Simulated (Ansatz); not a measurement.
Input:

NaBr (rock salt)

```yaml
crystal:
  lattice:
    - [0.00000, 6.03598, 6.03598]
    - [3.01799, 0.00000, 3.01799]
    - [3.01799, 3.01799, 0.00000]
  atoms:
    - { symbol: Br, position: [0.00000, 0.00000, 0.00000] }
    - { symbol: Br, position: [0.50000, 0.00000, 0.00000] }
    - { symbol: Na, position: [0.25000, 0.50000, 0.50000] }
    - { symbol: Na, position: [0.75000, 0.50000, 0.50000] }
```

The atoms are displaced by Q × the pattern below (from a DFPT mode at L = (0.5, 0.0, 0.0), largest move 1; Q in Å), at fixed cell. It is one choice among 2 degenerate patterns. (q is in reciprocal vectors of the primitive cell; the cell shown is doubled to hold the pattern.)

```json
[
 {"atom": "Na3", "x": "0.285", "y": "-0.520", "z": "0.805"},
 {"atom": "Na4", "x": "-0.285", "y": "0.520", "z": "-0.805"}
]
```

Atoms not listed stay in place.

These are PBE (plane waves to 420 eV, PAW, scalar-relativistic; Ansatz, a program for electronic structure) values and carry that method's errors. k mesh 5×10×10 (Γ-centred), Fermi-Dirac smearing 0.05 eV. The energy includes the smearing's −TS. NaBr was relaxed with its symmetry unable to fall. The zero of ΔE is the undisplaced structure.

The scan covers Q from -0.180 to 0.180 Å in 13 points.

Which space group does the distorted structure have?

P-1 (No. 2), lowered from Fm-3m.

Is this a single well or a double well?

A single well with its minimum at or next to zero displacement.

What is the energy change at Q = 0.180 Å?

36.6 meV/cell.

What harmonic wavenumber does the curvature at Q = 0 give?

115 cm⁻¹.

(For displaced atoms, the force is minus the slope of the energy, and its curvature is a force constant, which sets phonon frequencies.)
